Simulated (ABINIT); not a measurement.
Au:

```
Au
1.0
     2.90000    0.00000    0.00000
    -1.45000    2.51147    0.00000
     0.00000    0.00000    4.88000
Au
2
Direct
  0.66667 0.33333 0.25000
  0.33333 0.66667 0.75000
```

This isn't the form of Au at room conditions, which is fcc.

- Program: ABINIT 10.8.3 (patched build)
- Task: relaxation of cell and atoms
- Functional: revPBE
- Potentials or basis: JTH PAW PBE v2.0
- Cutoff: 653 eV
- k mesh: 11 × 11 × 6
- Occupations: fermi-dirac, width 0.05 eV
- Spin: no spin polarisation

At the start: pressure 4.8 GPa; volume 17.77 Å³/atom.

How do energy, volume and symmetry change on relaxing?

Over 6 steps the energy falls by 9.0 meV/atom and the volume is 18.38 Å³/atom (+3.5 %); space group P6_3/mmc (No. 194, to 0.05 Å).

The path:
| step | energy change (eV) | largest force (eV/Å) | pressure (GPa) | volume (Å³) |
| --- | --- | --- | --- | --- |
| 1 | 0.0000 | 0.0000 | 4.78 | 35.54 |
| 2 | -0.0121 | 0.0000 | 2.62 | 36.06 |
| 3 | -0.0179 | 0.0000 | 0.16 | 36.72 |
| 4 | -0.0179 | 0.0000 | -0.01 | 36.77 |
| 5 | -0.0179 | 0.0000 | -0.04 | 36.78 |
| 6 | -0.0180 | 0.0000 | -0.02 | 36.77 |

Final structure:
```cif
data_structure
_symmetry_space_group_name_H-M 'P 1'
_symmetry_Int_Tables_number 1
_cell_length_a 2.9387
_cell_length_b 2.9387
_cell_length_c 4.9162
_cell_angle_alpha 90.000
_cell_angle_beta 90.000
_cell_angle_gamma 120.000
_cell_volume 36.77
loop_
_atom_site_label
_atom_site_type_symbol
_atom_site_fract_x
_atom_site_fract_y
_atom_site_fract_z
_atom_site_occupancy
Au1 Au 0.66667 0.33333 0.25000 1
Au2 Au 0.33333 0.66667 0.75000 1
```

Caveat: the PAW data sets were made with another functional, which shifts forces and pressure a little.
